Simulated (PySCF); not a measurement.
**Identify the compound**

Molecular formula: C₈H₆. Simulated spectra:

1H NMR (500 MHz, computed): δ 7.85 (d, 2H), 7.57 (m, 2H), 7.56 (m, 1H), 2.94 (s, 1H).

13C{1H} NMR (computed): δ 140.7 (2C), 134.9, 134.6 (2C), 129.8, 88.7, 84.3.

Computational details: shieldings: GIAO B97-2/pcSseg-2, geometry from PBE0-D3(BJ)/def2-TZVP, in PySCF (no solvent model, relativity neglected, one averaged value for each set of equivalent atoms, single conformer).

Chemical shifts δ = σref − σ; 1H (31.64 ppm) and 13C (185.38 ppm) vs TMS, all at this level.

Question: What is the structure?

Answer: 
The formula gives 6 degrees of unsaturation (1 ring in the answer). 6 carbon signals for 8 carbons: some carbons are equivalent by symmetry or fast rotation. Carbon types of the structure: 2 × C, 6 × CH, which accounts for all hydrogens. δC 140.7, 134.9, 134.6: aromatic CH. δC 129.8: substituted aromatic carbon. δC 88.7: alkyne carbon; sp carbons lie upfield of alkene carbons because the cylindrical π system leaves one tensor component strongly shielded. δC 84.3: terminal alkyne carbon; the triple bond shields along its axis, which puts it between sp3 and sp2 carbons. δH 7.85, 7.57, 7.56: hydrogen on an aromatic CH; the ring current deshields protons in the ring plane. δH 2.94: hydrogen on a terminal alkyne carbon; it lies on the axis of the triple bond, in its shielding cone.

The compound is phenylacetylene.

The data come from this structure; uniqueness wasn't tested.

Shifts are as computed. Against solution values, carbons near 30 ppm lie about +3 ppm off and those near 130 ppm about +7 ppm. Of 1211 compounds with measured shifts, 218 miss one by over three times the rms of a fit or turn the order of signals round; such compounds aren't used in these exercises. Multiplicities follow the n + 1 count of equivalent neighbours, as no J values were calculated; m marks all less simple cases, F and P coupling included.
